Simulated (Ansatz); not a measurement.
CoO under changes of volume

One of the cells (11.575 Å³/atom); the others are scaled copies at fixed shape and fractional positions:

```xyz
4
Lattice="3.1976 0.0000 0.0000 -1.5988 2.7692 0.0000 0.0000 0.0000 5.2287" Properties=species:S:1:pos:R:3 pbc="T T T"
Co    0.0000    1.8462    2.6319
Co    0.0000    0.0000    0.0182
O     0.0000    1.8462    4.5571
O     0.0000    0.0000    1.9430
```

Measurements of this composition are mostly on another form, of space group No. 225.

```yaml
Program: Ansatz 0.2.0
Functional: LDA
Potentials_or_basis: Ansatz PAW
Cutoff: "420 eV (not typed: the program's choice for these potentials)"
k_mesh: 10 × 10 × 5
Occupations: fermi-dirac, width 0.05 eV
Spin: collinear spin, ferromagnetic start
Starting_moments: "[2.0, 2.0, 0.0, 0.0] μB"
```

```csv
volume (Å³/atom),energy over the lowest point (meV/atom),pressure (GPa),largest force (eV/Å)
10.881,0.00,-11.7,0.030
11.112,18.79,-14.0,0.007
11.344,40.65,-16.1,0.031
11.575,65.40,-18.0,0.047
11.807,92.74,-19.7,0.057
12.038,122.40,-21.3,0.061
12.270,?,?,?
```

Q: What does the run at 12.270 Å³/atom give?

A: Energy over the lowest point 154.06 meV/atom; pressure -22.7 GPa; largest force 0.062 eV/Å.

Worked out: A Birch-Murnaghan fit of order 3 (a polynomial in V^(-2/3)) to the other rows has no minimum within the range. It gives 154.37 meV/atom at 12.270 Å³/atom, against the run's 154.06, and -dE/dV = -22.8 GPa, against -22.7.

Energies are extrapolated to zero smearing.

Caveats: the PAW data sets come from PBE, with cores solved anew for the run's functional, which leaves a small shift of forces and pressure; the starting moments weren't kept.
